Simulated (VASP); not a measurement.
A run of VASP 6.6.1 is set up as follows.

The input INCAR:

```
PREC = Accurate
ENCUT = 300
EDIFF = 1E-7
ISMEAR = 0
SIGMA = 0.03
LREAL = F
LASPH = T
NELM = 80
ALGO = Normal
ISIF = 2
LWAVE = F
LCHARG = F
GGA = PE
IBRION = 2
NSW = 40
EDIFFG = -0.01
```

KPOINTS

```
regular mesh
0
Gamma
  4 4 4
```

File POSCAR:

```
RbCl                                    
1.0
   -0.0000000000      3.4193181657      3.4193181657
    3.4193181657     -0.0000000000      3.4193181657
    3.4193181657      3.4193181657     -0.0000000000
  Rb              Cl            
     1     1
Direct
     0.0000000000000000    0.0000000000000000    0.0000000000000000
     0.5000000000000000    0.5000000000000000    0.5000000000000000
```

Potentials or basis: VASP PAW PBE potentials, release 64 (Rb_pv, Cl).

Launch:

```console
$ cat potpaw_PBE.64/Rb_pv/POTCAR potpaw_PBE.64/Cl/POTCAR > POTCAR
$ mpirun -np 1 vasp_std > vasp.out
```

Question: Predict the band gap on the k mesh.

Answer: 4.64 eV, direct.

Final structure:
```cif
data_structure
_symmetry_space_group_name_H-M 'P 1'
_symmetry_Int_Tables_number 1
_cell_length_a 4.8356
_cell_length_b 4.8356
_cell_length_c 4.8356
_cell_angle_alpha 60.000
_cell_angle_beta 60.000
_cell_angle_gamma 60.000
_cell_volume 79.96
loop_
_atom_site_label
_atom_site_type_symbol
_atom_site_fract_x
_atom_site_fract_y
_atom_site_fract_z
_atom_site_occupancy
Rb1 Rb 0.00000 0.00000 0.00000 1
Cl1 Cl 0.50000 0.50000 0.50000 1
```

Caveat: the relaxation stopped at its first step, so nothing moved.
